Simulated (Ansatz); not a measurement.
# TiCo (Pm-3m) in Ansatz: reference runs

Reference runs on TiCo: the cell as given and a disturbed copy.

All numbers are computed with Ansatz 0.2.0; they aren't measurements. Logs are shortened: lines on timing, memory, paths and dates and some standing lists are left out, and cuts for length are marked.

**1. The structure**

The structure is cubic, space group Pm-3m (No. 221). The conventional cell has a = 2.986 Å, b = 2.986 Å, c = 2.986 Å, α = 90.00°, β = 90.00°, γ = 90.00°. Around Co (site symmetry m-3m) lie 8 Ti at 2.59 Å. Ti (site symmetry m-3m) is surrounded by 8 Co at 2.59 Å.

The cell comes from a database or a generator and needn't be the stable form of this composition.

**2. Single point, PBE, collinear spin, ferromagnetic start**

Input file input.yaml:

```yaml
crystal:
  lattice:
    - [2.98611099, 0.0, 0.0]
    - [0.0, 2.98611099, 0.0]
    - [0.0, 0.0, 2.98611099]
  atoms:
    - { symbol: Co, position: [0.5, 0.5, 0.5], spin: 2.0 }
    - { symbol: Ti, position: [0.0, 0.0, 0.0], spin: 1.0 }
hamiltonian:
  xc: pbe
  pseudopotentials: { kind: paw }
magnetization:
  spin_polarized: true
kpoints:
  mp_grid: { grid: [9, 9, 9] }
scf:
  occupations: { method: fermi_dirac, width: 0.05 }
output:
  forces: true
  stress: true
  eigenvalues: true
```

Potentials or basis: Ansatz PAW.

Command:

```sh
ansatz run input.yaml --threads 2 --pin off --max-ram 5120MiB --backend cpu --events-out ev --progress --plain --runs-dir out
```

The program printed:

```text
Warning: RAYON_NUM_THREADS=2 ignored (pool sized by the plan → 2); use --threads N
Engine: ansatz 0.2.0, aarch64-unknown-linux-gnu
Pseudopotentials: kind: paw
Pseudopotential: Co, paw, valence charge 17, recommended cutoff 420 eV (normal), Co.paw.azcp
Pseudopotential: Ti, paw, valence charge 12, recommended cutoff 420 eV (normal), Ti.paw.azcp
Functional definition: PBE
  parameter kappa = 0.804
  parameter beta = 0.06672455060314922
  exchange = pbe_x(kappa = kappa, mu = beta*pi^2/3)
  correlation = pbe_c(beta = beta)
Crystal: 2 atoms, lattice volume = 26.627 Å³
Basis set: ecut = 420 eV, 485 PW (Γ), exchange–correlation on 40×40×40 points (8 copies of the dense FFT grid, shifted against one another)
Bands: 20, of which v1, the nominal top of the filled ones, is band 15 counted from 1 (14 counted from 0)
Symmetry: 48 space group operations
Space group: Pm-3m (ITA 221), of the structure as read, at distance tolerance 3.0e-5 Å
Magnetic group: BNS 221.92 (UNI 1594), of the structure as read, at distance tolerance 3.0e-5 Å
k-points: 35 of 729
Non-local potential: Co, projectors of the file, l = 0: 3, l = 1: 2, l = 2: 3, l = 3: 1
Non-local potential: Ti, projectors of the file, l = 0: 3, l = 1: 2, l = 2: 3, l = 3: 1
PAW form: soft (Blöchl's): semilocal exchange-correlation on the pseudo side does not see the compensation charge
PAW one-centre angular grid: Co, 590 points (default); XC on 64 Gauss nodes
PAW one-centre angular grid: Ti, 590 points (default); XC on 64 Gauss nodes
Initial density: superposition of atomic densities (chi_scale 0.1, normalization cell)
Starting moments: Σ|m| = 3 μB on 2 of 2 sites
Initial wavefunctions: pseudopotential atomic-orbital guess
Functional: x = pbe(κ = 0.804, μ = 0.2195149727645171), c = pbe(β = 0.06672455060314922)
SCF iter   1: F=—  HF=-7626.830524 eV  |F-HF|=—  |Δ(HF+E_count)|=         —  Δρ=1.26e-1 (↑1.26e-1 ↓5.96e-2)  dr2=1.71e0  dr2_m=1.83e0  M=0.971 μB ∫|m|=1.165 μB  β_m=0.30  ethr=3.10e-3  ⟨swp⟩=3.7  Hψ=5252  notcnv=0
Mixer restart at iter 1: flushing history
preconditioner: auto → none  [metal: Δε(μ)=0.027 eV  Ē_g=5.243 eV  σ=0.050 eV  W_gap=0.13  n_scr=6 (ndim 8)  ℏωp=25.9 eV  f_vac=0.000  D(μ)=1.95/eV (n_scr^D=18)  sad-step TF]
SCF iter   2: F=—  HF=-7626.120299 eV  |F-HF|=—  |Δ(HF+E_count)|=   7.10e-1  Δρ=7.20e-2 (↑7.20e-2 ↓6.06e-2)  dr2=7.69e-1  dr2_m=9.32e-1  M=0.957 μB ∫|m|=1.144 μB  β_m=0.55  ethr=3.10e-3  ⟨swp⟩=2.7  Hψ=2654  notcnv=0  defer=8
SCF iter   3: F=—  HF=-7627.020254 eV  |F-HF|=—  |Δ(HF+E_count)|=   9.00e-1  Δρ=8.73e-2 (↑8.73e-2 ↓5.71e-2)  dr2=3.87e0  dr2_m=1.24e-1  M=0.854 μB ∫|m|=1.161 μB  β_m=0.41  ethr=2.65e-3  ⟨swp⟩=3.7  Hψ=3354  notcnv=0  defer=8
SCF iter   4: F=—  HF=-7626.548849 eV  |F-HF|=—  |Δ(HF+E_count)|=   4.71e-1  Δρ=1.32e-2 (↑4.09e-3 ↓1.32e-2)  dr2=1.88e-2  dr2_m=1.57e-2  M=0.869 μB ∫|m|=1.104 μB  β_m=0.51  ethr=2.65e-3  ⟨swp⟩=2.4  Hψ=2945  notcnv=0
SCF iter   5: F=—  HF=-7626.623212 eV  |F-HF|=—  |Δ(HF+E_count)|=   7.44e-2  Δρ=7.87e-3 (↑2.03e-3 ↓7.87e-3)  dr2=1.80e-2  dr2_m=2.32e-3  M=0.840 μB ∫|m|=1.078 μB  β_m=0.76  ethr=6.49e-5  ⟨swp⟩=2.0  Hψ=2789  notcnv=0
SCF iter   6: F=—  HF=-7626.630106 eV  |F-HF|=—  |Δ(HF+E_count)|=   6.89e-3  Δρ=2.16e-3 (↑2.16e-3 ↓1.30e-3)  dr2=1.97e-3  dr2_m=1.06e-4  M=0.820 μB ∫|m|=1.051 μB  β_m=0.81  ethr=6.20e-5  ⟨swp⟩=2.0  Hψ=2242  notcnv=0
SCF iter   7: F=—  HF=-7626.630451 eV  |F-HF|=—  |Δ(HF+E_count)|=   3.45e-4  Δρ=1.24e-3 (↑1.24e-3 ↓5.06e-4)  dr2=4.95e-4  dr2_m=3.92e-5  M=0.821 μB ∫|m|=1.047 μB  β_m=0.91  ethr=6.79e-6  ⟨swp⟩=1.1  Hψ=1497  notcnv=0
SCF iter   8: F=—  HF=-7626.630445 eV  |F-HF|=—  |Δ(HF+E_count)|=   6.23e-6  Δρ=3.01e-4 (↑1.79e-4 ↓3.01e-4)  dr2=5.63e-6  dr2_m=1.28e-5  M=0.819 μB ∫|m|=1.040 μB  β_m=0.82  ethr=1.71e-6  ⟨swp⟩=2.0  Hψ=1741  notcnv=0
SCF iter   9: F=—  HF=-7626.630443 eV  |F-HF|=—  |Δ(HF+E_count)|=   2.03e-6  Δρ=1.48e-4 (↑3.24e-5 ↓1.48e-4)  dr2=6.28e-6  dr2_m=1.18e-6  M=0.819 μB ∫|m|=1.039 μB  β_m=0.91  ethr=1.94e-8  ⟨swp⟩=2.4  Hψ=2389  notcnv=0
SCF iter  10: F=—  HF=-7626.630445 eV  |F-HF|=—  |Δ(HF+E_count)|=   2.20e-6  Δρ=3.37e-5 (↑7.71e-6 ↓3.37e-5)  dr2=3.27e-7  dr2_m=5.03e-8  M=0.820 μB ∫|m|=1.040 μB  β_m=0.88  ethr=1.94e-8  ⟨swp⟩=2.0  Hψ=1800  notcnv=0
SCF iter  11: F=—  HF=-7626.630445 eV  |F-HF|=—  |Δ(HF+E_count)|=   7.94e-8  Δρ=1.08e-5 (↑6.04e-6 ↓1.08e-5)  dr2=6.32e-8  dr2_m=2.16e-9  M=0.820 μB ∫|m|=1.040 μB  β_m=0.93  ethr=1.13e-9  ⟨swp⟩=2.2  Hψ=1878  notcnv=0
SCF iter  12: F=-7626.630445 eV  HF=-7626.630445 eV  |F-HF|=2.68e-10  |Δ(HF+E_count)|=   1.71e-8  Δρ=6.99e-7 (↑6.99e-7 ↓3.94e-7)  dr2=3.03e-10  dr2_m=3.04e-11  M=0.820 μB ∫|m|=1.040 μB  ethr=2.18e-10  ⟨swp⟩=2.1  Hψ=4409  notcnv=0
SCF 1 converged in 12 iterations: F = -7626.630445 eV  dr2 = 3.03e-10
SCF converged after 12 iterations
Magnetization: 0.8198 μB (14.9099 up, 14.0901 down)
Absolute magnetization: 1.0458 μB (∫|ρ↑−ρ↓|, with the PAW one-centre terms)
Spin contamination: 0.0724 ħ² per cell (⟨S²⟩ above its minimum at these occupations)
Per-site moments (μB) at R_I (Å): [(0.9228441310345779, 1.0667447900422087), (-0.02978130625517971, 1.0667447900422087)]
Free energy (F): -7626.630445 eV
Harris-Foulkes:  -7626.630445 eV  (|F-HF|=2.68e-10)
Internal energy: -7626.613624 eV  (E = F + TS)
E sigma→0 (E₀):  -7626.622035 eV
Entropy (-TS):   -0.016820 eV (-8.410 meV/atom)
Fermi energy:    16.674241 eV
--- Per-component energies (eV) ---
  E_band       = -404.830039
  E_kinetic    = 729.229501
  E_local      = -3883.486855  (includes V_loc(G=0)·N_el)
  E_nonlocal   = 459.900965
  E_hartree    = 1639.234969
  E_xc         = -257.666072
  E_vxc        = -328.712237  (∫ρ·V_xc dr)
  E_paw        = -2562.776868  (= ΣΔE_a)
  E_vpaw       = -660.231663  (= ΣTr[D̂ρ^β])
  E_aug_tail   = 0.000175  (compensation charges beyond the density's cutoff)
  E_ewald      = -3751.049440
  E_smearing   = -0.016820  (= −TS)
  E_closure    = -0.000000  (closes the sum)
  Σ components = -7626.630445   (vs F -7626.630445, Δ=0.00e0)
--- Forces (eV/Å), atoms counted from 1 ---
  atom   1  Co     0.00000000    -0.00000000    -0.00000000
  atom   2  Ti    -0.00000000    -0.00000000    -0.00000000
  max |Σ_I F_I| component: 1.29e-28 eV/Å
--- Stress (GPa, compression-positive) ---
       -0.541590       0.000000       0.000000
       -0.000000      -0.541590       0.000000
       -0.000000       0.000000      -0.541590
  P = ⅓ Tr σ = -0.5416 GPa (-5.416 kbar)
--- Band table (eV; the first three rows and the last of 70) ---
  k-point 0 ↑: bands = ["-79.0634", "-42.3265", "-42.3265", "-42.3265", "-40.4357", "-16.5452", "-16.5452", "-16.5452", "8.9377", "12.4707", "12.4707", "14.7886", "14.7886", "14.7886", "17.1525", "17.1525", "19.3431", "19.3431", "19.3431", "25.5139"]
  k-point 1 ↑: bands = ["-79.0632", "-42.3303", "-42.3262", "-42.3262", "-40.4306", "-16.5811", "-16.5427", "-16.5427", "9.1813", "12.5664", "12.5761", "14.7706", "14.7706", "14.8269", "17.0472", "17.1917", "19.0263", "19.0263", "19.2954", "24.4298"]
  k-point 2 ↑: bands = ["-79.0628", "-42.3401", "-42.3256", "-42.3256", "-40.4179", "-16.6713", "-16.5362", "-16.5362", "9.8793", "12.8331", "12.8343", "14.7300", "14.7300", "14.9279", "16.7530", "17.2071", "18.3579", "18.3579", "19.1706", "22.5022"]
  k-point 34 ↓: bands = ["-77.9676", "-41.2782", "-41.2781", "-41.2781", "-40.3634", "-16.7836", "-16.7835", "-16.7835", "14.1294", "14.2886", "14.2886", "14.5550", "14.6043", "14.6043", "16.7429", "16.7429", "19.6504", "19.6504", "23.5148", "24.1423"]
```

Wall time 1.7 s (2 threads of Arm Neoverse V2, shared host); peak memory 0.33 GiB.

What came out:

```
Free energy            : -7626.6304 eV
Pressure               : -0.5 GPa
Band gap on the k mesh : none (metal or under the smearing width)
Net moment             : 0.82 μB per cell
Absolute moment        : 1.05 μB per cell
Site moments           : Co +0.92; Ti -0.03 μB
```

**3. Single point, PBE, collinear spin, ferromagnetic start (atoms moved at random, drawn with an rms of 0.05 Å)**

Changes to input.yaml since step 2:

```diff
@@ -6,4 +6,4 @@
   atoms:
-    - { symbol: Co, position: [0.5, 0.5, 0.5], spin: 2.0 }
-    - { symbol: Ti, position: [0.0, 0.0, 0.0], spin: 1.0 }
+    - { symbol: Co, position: [0.505521, 0.502271, 0.496601], spin: 2.0 }
+    - { symbol: Ti, position: [0.004793, -0.008548, -0.003604], spin: 1.0 }
 hamiltonian:
```

Potentials or basis: Ansatz PAW.

Command:

```sh
ansatz run input.yaml --threads 2 --pin off --max-ram 5120MiB --backend cpu --events-out ev --progress --plain --runs-dir out
```

The program printed:

```text
Warning: RAYON_NUM_THREADS=2 ignored (pool sized by the plan → 2); use --threads N
Engine: ansatz 0.2.0, aarch64-unknown-linux-gnu
Pseudopotentials: kind: paw
Pseudopotential: Co, paw, valence charge 17, recommended cutoff 420 eV (normal), Co.paw.azcp
Pseudopotential: Ti, paw, valence charge 12, recommended cutoff 420 eV (normal), Ti.paw.azcp
Functional definition: PBE
  parameter kappa = 0.804
  parameter beta = 0.06672455060314922
  exchange = pbe_x(kappa = kappa, mu = beta*pi^2/3)
  correlation = pbe_c(beta = beta)
Crystal: 2 atoms, lattice volume = 26.627 Å³
Basis set: ecut = 420 eV, 485 PW (Γ), exchange–correlation on 40×40×40 points (8 copies of the dense FFT grid, shifted against one another)
Bands: 20, of which v1, the nominal top of the filled ones, is band 15 counted from 1 (14 counted from 0)
Symmetry: 1 space group operations
Space group: P1 (ITA 1), of the structure as read, at distance tolerance 3.0e-5 Å
Magnetic group: BNS 1.1 (UNI 1), of the structure as read, at distance tolerance 3.0e-5 Å
k-points: 365 of 729 (time reversal used)
Non-local potential: Co, projectors of the file, l = 0: 3, l = 1: 2, l = 2: 3, l = 3: 1
Non-local potential: Ti, projectors of the file, l = 0: 3, l = 1: 2, l = 2: 3, l = 3: 1
PAW form: soft (Blöchl's): semilocal exchange-correlation on the pseudo side does not see the compensation charge
PAW one-centre angular grid: Co, 590 points (default); XC on 64 Gauss nodes
[... 22 lines left out ...]
Magnetization: 0.8198 μB (14.9099 up, 14.0901 down)
Absolute magnetization: 1.0439 μB (∫|ρ↑−ρ↓|, with the PAW one-centre terms)
Spin contamination: 0.0722 ħ² per cell (⟨S²⟩ above its minimum at these occupations)
Per-site moments (μB) at R_I (Å): [(0.9211725831862699, 1.0584385104782164), (-0.028124789610318585, 1.0584385104782164)]
Free energy (F): -7626.627795 eV
Harris-Foulkes:  -7626.627795 eV  (|F-HF|=1.80e-8)
Internal energy: -7626.610892 eV  (E = F + TS)
E sigma→0 (E₀):  -7626.619344 eV
Entropy (-TS):   -0.016903 eV (-8.452 meV/atom)
Fermi energy:    16.674249 eV
--- Per-component energies (eV) ---
  E_band       = -404.829207
  E_kinetic    = 729.251157
  E_local      = -3884.004923  (includes V_loc(G=0)·N_el)
  E_nonlocal   = 459.914609
  E_hartree    = 1639.493895
  E_xc         = -257.669084
  E_vxc        = -328.716402  (∫ρ·V_xc dr)
  E_paw        = -2562.789543  (= ΣΔE_a)
  E_vpaw       = -660.253977  (= ΣTr[D̂ρ^β])
  E_aug_tail   = 0.000178  (compensation charges beyond the density's cutoff)
  E_ewald      = -3750.807182
  E_smearing   = -0.016903  (= −TS)
  E_closure    = 0.000000  (closes the sum)
  Σ components = -7626.627795   (vs F -7626.627795, Δ=0.00e0)
--- Forces (eV/Å), atoms counted from 1 ---
  atom   1  Co    -0.01099628    -0.16314916    -0.00309631
  atom   2  Ti     0.01099600     0.16314631     0.00309647
  max |Σ_I F_I| component: 2.85e-6 eV/Å
--- Stress (GPa, compression-positive) ---
       -0.481363       0.002171       0.000044
        0.002170      -0.509449       0.000601
        0.000045       0.000602      -0.481216
  P = ⅓ Tr σ = -0.4907 GPa (-4.907 kbar)
--- Band table (eV; the first three rows and the last of 730) ---
  k-point 0 ↑: bands = ["-79.0626", "-42.3259", "-42.3259", "-42.3256", "-40.4353", "-16.5451", "-16.5449", "-16.5449", "8.9380", "12.4691", "12.4728", "14.7864", "14.7899", "14.7899", "17.1469", "17.1550", "19.3414", "19.3414", "19.3443", "25.5146"]
  k-point 1 ↑: bands = ["-79.0624", "-42.3297", "-42.3257", "-42.3254", "-40.4302", "-16.5809", "-16.5426", "-16.5424", "9.1816", "12.5670", "12.5758", "14.7683", "14.7718", "14.8280", "17.0433", "17.1922", "19.0270", "19.0276", "19.2942", "24.4299"]
  k-point 2 ↑: bands = ["-79.0620", "-42.3395", "-42.3250", "-42.3248", "-40.4175", "-16.6710", "-16.5362", "-16.5360", "9.8796", "12.8321", "12.8348", "14.7277", "14.7305", "14.9281", "16.7495", "17.2074", "18.3595", "18.3628", "19.1708", "22.5020"]
  k-point 364 ↓: bands = ["-77.9708", "-41.3021", "-41.2612", "-41.2599", "-40.3933", "-16.8459", "-16.5702", "-16.5698", "12.3731", "13.3552", "14.5498", "14.8740", "15.1585", "15.3329", "16.6072", "17.1083", "17.4122", "18.3157", "19.0194", "20.6352"]
```

Run time: 22 s. Hardware: 2 threads of Arm Neoverse V2, shared host; peak memory 0.66 GiB.

Results:

| Quantity | Value |
| --- | --- |
| Free energy | -7626.6278 eV |
| Pressure | -0.5 GPa |
| Largest force | 0.164 eV/Å |
| Band gap on the k mesh | none (metal or under the smearing width) |
| Net moment | 0.82 μB per cell |
| Absolute moment | 1.04 μB per cell |
| Site moments | Co +0.92; Ti -0.03 μB |

Forces in eV/Å, atoms in the order of the input:
```
Co  -0.011 -0.163 -0.003
Ti   0.011  0.163  0.003
```

Levels at points of the mesh, in eV from the Fermi level:
Spin up:
```csv
k point,band 13,band 14,band 15,band 16,band 17,band 18
"(0.00, 0.00, 0.00)",-1.88,-1.88,0.47,0.48,2.67,2.67
```
Spin down:
```tsv
k point	band 10	band 11	band 12	band 13	band 14	band 15	band 16	band 17	band 18	band 19
(0.00, 0.00, 0.00)	-3.56	-3.55	-1.35	-1.35	-1.35	1.01	1.02	2.76	2.76	2.76
```
